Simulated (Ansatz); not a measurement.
# Sn (Fd-3m) in Ansatz: equation of state

Aim: energy against volume of Sn in PBE, for its equilibrium volume and stiffness.

Everything below comes from runs of Ansatz 0.2.0. Logs are shortened: lines on timing, memory, paths and dates and some standing lists are left out, and cuts for length are marked.

### Step 1. The crystal as given

The structure is cubic, space group Fd-3m (No. 227). Conventional cell: a = 6.467 Å, b = 6.467 Å, c = 6.467 Å, α = 90.00°, β = 90.00°, γ = 90.00°. Sn (site symmetry -43m) is surrounded by 4 Sn at 2.80 Å.

This isn't the form of Sn at room conditions, which is tetragonal (white tin).

### Step 2. Single point, PBE, 31.77 Å³/atom (volume scaled by 0.94)

input.yaml

```yaml
crystal:
  lattice:
    - [0.0, 3.1673376916, 3.1673376916]
    - [3.1673376916, 0.0, 3.1673376916]
    - [3.1673376916, 3.1673376916, 0.0]
  atoms:
    - { symbol: Sn, position: [0.75, 0.75, 0.75] }
    - { symbol: Sn, position: [0.5, 0.5, 0.5] }
hamiltonian:
  xc: pbe
  pseudopotentials: { kind: paw }
kpoints:
  mp_grid: { grid: [7, 7, 7] }
scf:
  occupations: { method: fermi_dirac, width: 0.05 }
output:
  forces: true
  stress: true
  eigenvalues: true
  write_density: true
  write_potential: true
  elf: true
  volumetric_format: npy
```

Potentials or basis: Ansatz PAW.

Run with:

```
$ ansatz run input.yaml --threads 1 --pin off --max-ram 2560MiB --backend cpu --events-out ev --progress --plain --runs-dir out
```

The program printed:

```text
Warning: RAYON_NUM_THREADS=1 ignored (pool sized by the plan → 1); use --threads N
Engine: ansatz 0.2.0, aarch64-unknown-linux-gnu
Pseudopotentials: kind: paw
Pseudopotential: Sn, paw, valence charge 14, recommended cutoff 420 eV (normal), Sn.paw.azcp
Functional definition: PBE
  parameter kappa = 0.804
  parameter beta = 0.06672455060314922
  exchange = pbe_x(kappa = kappa, mu = beta*pi^2/3)
  correlation = pbe_c(beta = beta)
Crystal: 2 atoms, lattice volume = 63.550 Å³
Basis set: ecut = 420 eV, 1243 PW (Γ), exchange–correlation on 60×60×60 points (8 copies of the dense FFT grid, shifted against one another)
Bands: 18, of which v1, the nominal top of the filled ones, is band 14 counted from 1 (13 counted from 0)
Symmetry: 48 space group operations
Space group: Fd-3m (ITA 227), of the structure as read, at distance tolerance 4.0e-5 Å
k-points: 20 of 343
Non-local potential: Sn, projectors of the file, l = 0: 2, l = 1: 2, l = 2: 2, l = 3: 2
PAW form: soft (Blöchl's): semilocal exchange-correlation on the pseudo side does not see the compensation charge
PAW one-centre angular grid: Sn, 590 points (default); XC on 64 Gauss nodes
Initial density: superposition of atomic densities (neutral atoms: chi_scale 0, normalization atom), corrected by the library's trained network
Initial wavefunctions: pseudopotential atomic-orbital guess
Functional: x = pbe(κ = 0.804, μ = 0.2195149727645171), c = pbe(β = 0.06672455060314922)
SCF iter   1: F=—  HF=-12048.201580 eV  |F-HF|=—  |Δ(HF+E_count)|=         —  Δρ=6.70e-4  dr2=1.79e-4  ethr=1.77e-3  ⟨swp⟩=6.0  Hψ=1936  notcnv=0
preconditioner: auto → none  [insulator: Δε(μ)=0.202 eV  Ē_g=20.444 eV  σ=0.050 eV  W_gap=0.56  n_scr=14 (ndim 8)  ℏωp=24.6 eV  f_vac=0.074  D(μ)=0.17/eV (n_scr^D=0)  ε∞_Penn≈2.5]
SCF iter   2: F=—  HF=-12048.200542 eV  |F-HF|=—  |Δ(HF+E_count)|=   1.04e-3  Δρ=4.59e-4  dr2=9.31e-5  ethr=6.38e-7  ⟨swp⟩=2.0  Hψ=809  notcnv=0
SCF iter   3: F=—  HF=-12048.200540 eV  |F-HF|=—  |Δ(HF+E_count)|=   2.04e-6  Δρ=2.55e-4  dr2=2.44e-5  ethr=3.32e-7  ⟨swp⟩=2.5  Hψ=651  notcnv=0
SCF iter   4: F=—  HF=-12048.200584 eV  |F-HF|=—  |Δ(HF+E_count)|=   4.41e-5  Δρ=1.08e-4  dr2=3.90e-6  ethr=8.71e-8  ⟨swp⟩=2.0  Hψ=643  notcnv=0
SCF iter   5: F=—  HF=-12048.200609 eV  |F-HF|=—  |Δ(HF+E_count)|=   2.45e-5  Δρ=1.01e-4  dr2=4.66e-6  ethr=1.39e-8  ⟨swp⟩=3.0  Hψ=670  notcnv=0
SCF iter   6: F=—  HF=-12048.200606 eV  |F-HF|=—  |Δ(HF+E_count)|=   2.41e-6  Δρ=2.95e-5  dr2=4.03e-7  ethr=1.39e-8  ⟨swp⟩=2.1  Hψ=608  notcnv=0
SCF iter   7: F=-12048.200606 eV  HF=-12048.200606 eV  |F-HF|=2.84e-10  |Δ(HF+E_count)|=   2.20e-7  Δρ=1.07e-6  dr2=3.95e-10  ethr=3.57e-10  ⟨swp⟩=7.2  Hψ=2358  notcnv=0
SCF 1 converged in 7 iterations: F = -12048.200606 eV  dr2 = 3.95e-10
SCF converged after 7 iterations
Free energy (F): -12048.200606 eV
Harris-Foulkes:  -12048.200606 eV  (|F-HF|=2.84e-10)
Internal energy: -12048.199185 eV  (E = F + TS)
E sigma→0 (E₀):  -12048.199896 eV
Entropy (-TS):   -0.001421 eV (-0.711 meV/atom)
Fermi energy:    8.864098 eV
--- Per-component energies (eV) ---
  E_band       = -225.242333
  E_kinetic    = 377.226123
  E_local      = -2210.958942  (includes V_loc(G=0)·N_el)
  E_nonlocal   = -63.560854
  E_hartree    = 1290.787770
  E_xc         = -765.000377
  E_vxc        = -192.381025  (∫ρ·V_xc dr)
  E_paw        = -8276.676554  (= ΣΔE_a)
  E_vpaw       = -717.142258  (= ΣTr[D̂ρ^β])
  E_aug_tail   = -0.000001  (compensation charges beyond the density's cutoff)
  E_ewald      = -2400.016350
  E_smearing   = -0.001421  (= −TS)
  E_closure    = -0.000000  (closes the sum)
  Σ components = -12048.200606   (vs F -12048.200606, Δ=0.00e0)
--- Forces (eV/Å), atoms counted from 1 ---
  atom   1  Sn     0.00000000    -0.00000000     0.00000000
  atom   2  Sn     0.00000000     0.00000000     0.00000000
  max |Σ_I F_I| component: 2.54e-17 eV/Å
--- Stress (GPa, compression-positive) ---
        7.623119      -0.000000       0.000000
       -0.000000       7.623119       0.000000
       -0.000000      -0.000000       7.623119
  P = ⅓ Tr σ = 7.6231 GPa (76.231 kbar)
--- Band table (eV; the first three rows and the last of 20) ---
  k-point 0: bands = ["-13.0555", "-13.0555", "-13.0555", "-12.9853", "-12.9853", "-12.6107", "-12.6107", "-12.6107", "-12.5922", "-12.5922", "-2.3192", "8.6779", "8.8824", "8.8824", "8.8824", "10.9574", "10.9574", "10.9574"]
  k-point 1: bands = ["-13.0717", "-13.0717", "-13.0499", "-12.9620", "-12.9620", "-12.6384", "-12.6384", "-12.6182", "-12.5687", "-12.5687", "-2.1070", "6.4292", "8.4887", "8.4887", "9.5952", "11.4515", "11.4515", "12.0390"]
  k-point 2: bands = ["-13.0903", "-13.0903", "-13.0369", "-12.9294", "-12.9294", "-12.6653", "-12.6653", "-12.6354", "-12.5491", "-12.5491", "-1.5009", "4.1513", "7.9247", "7.9247", "9.2268", "12.0027", "12.0027", "14.1398"]
  k-point 19: bands = ["-13.1441", "-13.1285", "-12.9285", "-12.8456", "-12.8212", "-12.7811", "-12.7743", "-12.7096", "-12.5038", "-12.4887", "0.6179", "1.5671", "5.1246", "6.0131", "11.0638", "12.9240", "13.4422", "13.4916"]
```

It took 2.6 s on 1 thread of Arm Neoverse V1, shared host; peak memory 0.3 GiB.

What came out:

| Item | Value |
| --- | --- |
| Free energy | -12048.2006 eV |
| Pressure | 7.6 GPa |
| Band gap on the k mesh | none (metal or under the smearing width) |

### Step 3. Single point, PBE, 32.45 Å³/atom (volume scaled by 0.96)

input.yaml: that of step 2 with these lines changed.

```diff
@@ -2,5 +2,5 @@
   lattice:
-    - [0.0, 3.1673376916, 3.1673376916]
-    - [3.1673376916, 0.0, 3.1673376916]
-    - [3.1673376916, 3.1673376916, 0.0]
+    - [0.0, 3.1896436215, 3.1896436215]
+    - [3.1896436215, 0.0, 3.1896436215]
+    - [3.1896436215, 3.1896436215, 0.0]
   atoms:
```

Potentials or basis: Ansatz PAW.

Run with:

```
$ ansatz run input.yaml --threads 1 --pin off --max-ram 2560MiB --backend cpu --events-out ev --progress --plain --runs-dir out
```

It took 2 s on 1 thread of Arm Neoverse V1, shared host; peak memory 0.31 GiB.

It converged, with:

```
Free energy            : -12048.2589 eV
Pressure               : 6.2 GPa
Band gap on the k mesh : none (metal or under the smearing width)
```

### Step 4. Single point, PBE, 33.13 Å³/atom (volume scaled by 0.98)

input.yaml: that of step 3 with these lines changed.

```diff
@@ -2,5 +2,5 @@
   lattice:
-    - [0.0, 3.1896436215, 3.1896436215]
-    - [3.1896436215, 0.0, 3.1896436215]
-    - [3.1896436215, 3.1896436215, 0.0]
+    - [0.0, 3.2116418589, 3.2116418589]
+    - [3.2116418589, 0.0, 3.2116418589]
+    - [3.2116418589, 3.2116418589, 0.0]
   atoms:
```

Run with:

```
$ ansatz run input.yaml --threads 1 --pin off --max-ram 2560MiB --backend cpu --events-out ev --progress --plain --runs-dir out
```

Wall time 2.6 s (1 thread of Arm Neoverse V1, shared host); peak memory 0.31 GiB.

Results (log left out):

| Item | Value |
| --- | --- |
| Free energy | -12048.3060 eV |
| Pressure | 5.0 GPa |
| Band gap on the k mesh | none (metal or under the smearing width) |

### Step 5. Single point, PBE, 33.80 Å³/atom

input.yaml: that of step 4 with these lines changed.

```diff
@@ -2,5 +2,5 @@
   lattice:
-    - [0.0, 3.2116418589, 3.2116418589]
-    - [3.2116418589, 0.0, 3.2116418589]
-    - [3.2116418589, 3.2116418589, 0.0]
+    - [0.0, 3.2333428, 3.2333428]
+    - [3.2333428, 0.0, 3.2333428]
+    - [3.2333428, 3.2333428, 0.0]
   atoms:
```

Run with:

```
$ ansatz run input.yaml --threads 1 --pin off --max-ram 2560MiB --backend cpu --events-out ev --progress --plain --runs-dir out
```

It took 2.1 s on 1 thread of Arm Neoverse V1, shared host; peak memory 0.31 GiB.

The run converged. Its results:

```yaml
Free_energy: -12048.3429 eV
Pressure: 3.8 GPa
Band_gap_on_the_k_mesh: none (metal or under the smearing width)
```

### Step 6. Single point, PBE, 34.48 Å³/atom (volume scaled by 1.02)

input.yaml

```yaml
crystal:
  lattice:
    - [0.0, 3.2547562903, 3.2547562903]
    - [3.2547562903, 0.0, 3.2547562903]
    - [3.2547562903, 3.2547562903, 0.0]
  atoms:
    - { symbol: Sn, position: [0.75, 0.75, 0.75] }
    - { symbol: Sn, position: [0.5, 0.5, 0.5] }
hamiltonian:
  xc: pbe
  pseudopotentials: { kind: paw }
kpoints:
  mp_grid: { grid: [7, 7, 7] }
scf:
  occupations: { method: fermi_dirac, width: 0.05 }
output:
  forces: true
  stress: true
  eigenvalues: true
```

Potentials or basis: Ansatz PAW.

Run with:

```
$ ansatz run input.yaml --threads 1 --pin off --max-ram 2560MiB --backend cpu --events-out ev --progress --plain --runs-dir out
```

It took 1.6 s on 1 thread of Arm Neoverse V1, shared host; peak memory 0.3 GiB.

Results (log left out):

| Quantity | Value |
| --- | --- |
| Free energy | -12048.3708 eV |
| Pressure | 2.8 GPa |
| Band gap on the k mesh | none (metal or under the smearing width) |

### Step 7. Single point, PBE, 35.16 Å³/atom (volume scaled by 1.04)

input.yaml: that of step 6 with these lines changed.

```diff
@@ -2,5 +2,5 @@
   lattice:
-    - [0.0, 3.2547562903, 3.2547562903]
-    - [3.2547562903, 0.0, 3.2547562903]
-    - [3.2547562903, 3.2547562903, 0.0]
+    - [0.0, 3.2758916636, 3.2758916636]
+    - [3.2758916636, 0.0, 3.2758916636]
+    - [3.2758916636, 3.2758916636, 0.0]
   atoms:
```

Potentials or basis: Ansatz PAW.

Run with:

```
$ ansatz run input.yaml --threads 1 --pin off --max-ram 2560MiB --backend cpu --events-out ev --progress --plain --runs-dir out
```

The program printed:

```text
Warning: RAYON_NUM_THREADS=1 ignored (pool sized by the plan → 1); use --threads N
Engine: ansatz 0.2.0, aarch64-unknown-linux-gnu
Pseudopotentials: kind: paw
Pseudopotential: Sn, paw, valence charge 14, recommended cutoff 420 eV (normal), Sn.paw.azcp
Functional definition: PBE
  parameter kappa = 0.804
  parameter beta = 0.06672455060314922
  exchange = pbe_x(kappa = kappa, mu = beta*pi^2/3)
  correlation = pbe_c(beta = beta)
Crystal: 2 atoms, lattice volume = 70.310 Å³
Basis set: ecut = 420 eV, 1363 PW (Γ), exchange–correlation on 64×64×64 points (8 copies of the dense FFT grid, shifted against one another)
Bands: 18, of which v1, the nominal top of the filled ones, is band 14 counted from 1 (13 counted from 0)
Symmetry: 48 space group operations
Space group: Fd-3m (ITA 227), of the structure as read, at distance tolerance 4.1e-5 Å
[... 31 lines left out ...]
  E_vxc        = -190.783094  (∫ρ·V_xc dr)
  E_paw        = -8275.791609  (= ΣΔE_a)
  E_vpaw       = -715.757928  (= ΣTr[D̂ρ^β])
  E_aug_tail   = -0.000001  (compensation charges beyond the density's cutoff)
  E_ewald      = -2320.486459
  E_smearing   = -0.002295  (= −TS)
  E_closure    = 0.000000  (closes the sum)
  Σ components = -12048.390624   (vs F -12048.390624, Δ=0.00e0)
--- Forces (eV/Å), atoms counted from 1 ---
  atom   1  Sn     0.00000000     0.00000000    -0.00000000
  atom   2  Sn     0.00000000     0.00000000    -0.00000000
  max |Σ_I F_I| component: 2.78e-17 eV/Å
--- Stress (GPa, compression-positive) ---
        1.900517      -0.000000       0.000000
       -0.000000       1.900517       0.000000
       -0.000000      -0.000000       1.900517
  P = ⅓ Tr σ = 1.9005 GPa (19.005 kbar)
--- Band table (eV; the first three rows and the last of 20) ---
  k-point 0: bands = ["-14.1555", "-14.1555", "-14.1555", "-14.1000", "-14.1000", "-13.8129", "-13.8129", "-13.8129", "-13.8073", "-13.8073", "-2.9418", "6.6428", "7.5597", "7.5597", "7.5597", "9.6298", "9.6298", "9.6298"]
  k-point 1: bands = ["-14.1676", "-14.1676", "-14.1510", "-14.0828", "-14.0828", "-13.8380", "-13.8380", "-13.8185", "-13.7854", "-13.7854", "-2.7509", "4.9922", "7.2233", "7.2233", "7.9917", "10.0648", "10.0648", "10.4681"]
  k-point 2: bands = ["-14.1821", "-14.1821", "-14.1404", "-14.0581", "-14.0581", "-13.8598", "-13.8598", "-13.8316", "-13.7694", "-13.7694", "-2.2096", "2.9957", "6.7255", "6.7255", "7.6865", "10.5964", "10.5964", "12.3856"]
  k-point 19: bands = ["-14.2232", "-14.2115", "-14.0556", "-13.9929", "-13.9767", "-13.9470", "-13.9417", "-13.8928", "-13.7350", "-13.7236", "-0.3251", "0.5483", "4.2751", "5.0546", "9.6621", "11.3122", "11.9617", "11.9994"]
```

Wall time 1.6 s (1 thread of Arm Neoverse V1, shared host); peak memory 0.3 GiB.

Results:

* Free energy: -12048.3906 eV
* Pressure: 1.9 GPa
* Band gap on the k mesh: none (metal or under the smearing width)

### Step 8. Single point, PBE, 35.83 Å³/atom (volume scaled by 1.06)

input.yaml: that of step 7 with these lines changed.

```diff
@@ -2,5 +2,5 @@
   lattice:
-    - [0.0, 3.2758916636, 3.2758916636]
-    - [3.2758916636, 0.0, 3.2758916636]
-    - [3.2758916636, 3.2758916636, 0.0]
+    - [0.0, 3.2967577782, 3.2967577782]
+    - [3.2967577782, 0.0, 3.2967577782]
+    - [3.2967577782, 3.2967577782, 0.0]
   atoms:
```

Run with:

```
$ ansatz run input.yaml --threads 1 --pin off --max-ram 2560MiB --backend cpu --events-out ev --progress --plain --runs-dir out
```

Run time: 1.6 s. Hardware: 1 thread of Arm Neoverse V1, shared host; peak memory 0.31 GiB.

Results (log left out):

* Free energy: -12048.4032 eV
* Pressure: 1.1 GPa
* Band gap on the k mesh: none (metal or under the smearing width)

### Step 9. Equation of state, PBE

Potentials or basis: Ansatz PAW.

This step only gathers the single runs of the series.

What came out:

| Item | Value |
| --- | --- |
| Equilibrium volume | 36.86 Å³/atom (rough: see the caveat) |
| Bulk modulus | 36 GPa (rough) |

Energy against volume, from the lowest point:
| volume (Å³/atom) | energy (meV/atom) |
| --- | --- |
| 31.775 | 101.29 |
| 32.451 | 72.14 |
| 33.127 | 48.62 |
| 33.803 | 30.13 |
| 34.479 | 16.17 |
| 35.155 | 6.28 |
| 35.831 | 0.00 |

Caveat: the minimum lies outside the volumes run.
